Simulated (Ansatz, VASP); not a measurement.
## AlN in VASP and in Ansatz

Contents of INCAR:

```
ALGO     = Normal         # electronic algorithm
EDIFF    = 1E-6           # SCF threshold, eV
ENCUT    = 520            # plane-wave cutoff, eV
ISIF     = 2              # what is computed and relaxed
ISMEAR   = 0              # smearing method
LASPH    = T              # aspherical terms in the spheres
LCHARG   = F              # write CHGCAR
LREAL    = F              # projectors in reciprocal space
LWAVE    = F              # write WAVECAR
NBANDS   = 16             # bands
NELM     = 60             # most SCF steps
PREC     = Accurate       # precision mode
SIGMA    = 0.05           # smearing width, eV
```

File KPOINTS:

```
k-points
0
Gamma
  9 9 6
```

The input POSCAR:

```
AlN
1.0
    3.0886152929      0.0000000000      0.0000000000
   -1.5443076465      2.6748193062      0.0000000000
    0.0000000000      0.0000000000      4.9435842906
Al N
2 2
Direct
    0.2894132882      0.6345149621      0.0015210182
    0.7105867118      0.3654850379      0.5015210182
    0.3725307410      0.6953611606      0.3834789818
    0.6274692590      0.3046388394      0.8834789818
```

Input for Ansatz:

```yaml
crystal:
  lattice:
    - [3.0886152929, 0.0, 0.0]
    - [-1.5443076465, 2.6748193062, 0.0]
    - [0.0, 0.0, 4.9435842906]
  atoms:
    - { symbol: Al, position: [0.2894132882, 0.6345149621, 0.0015210182] }
    - { symbol: Al, position: [0.7105867118, 0.3654850379, 0.5015210182] }
    - { symbol: "N", position: [0.372530741, 0.6953611606, 0.3834789818] }
    - { symbol: "N", position: [0.627469259, 0.3046388394, 0.8834789818] }
basis:
  ecutwfc: 520.0
kpoints:
  mp_grid: { grid: [9, 9, 6] }
hamiltonian:
  xc: lda
  pseudopotentials: { kind: paw, azcp: { folder: soft_1 } }
scf:
  occupations: { method: gaussian, width: 0.05 }
output:
  forces: true
  stress: true
  eigenvalues: true
```

Change from the starting cell: mode 4 frozen in at -0.086 Å and mode 5 at -0.086 Å (largest displacements).

Alike in both runs: task single point; functional LDA; k mesh 9 × 9 × 6; occupations gaussian, width 0.05 eV; no spin polarisation.

```csv
,VASP,Ansatz
version,VASP 6.6.1,Ansatz 0.2.0
potentials or method,"VASP PAW LDA potentials, release 64 (Al, N)","scalar-relativistic, plane waves, PAW"
plane-wave cutoff (eV),520,520
valence electrons in the cell,16,16
```

|  | VASP | Ansatz | Ansatz less VASP |
| --- | --- | --- | --- |
| gap on the k mesh at the Fermi level (eV) | 4.24 | 4.24 | -0.007 |
| least direct gap on the mesh (eV) | 4.24 | 4.24 | -0.007 |
| pressure (GPa) | 0.2 | -0.4 | -0.61 |
| largest component of the traceless stress (GPa) | 1.05 | 1.07 | +0.018 |
| rms of the force components (eV/Å) | 0.332 | 0.332 | -0.0003 |

Atom by atom the forces differ by 0.003 eV/Å (rms over components). Ansatz warned: «pseudo_functional_mismatch».

Caveats: an odd mesh through Γ misses points on the zone boundary, where band edges often lie.
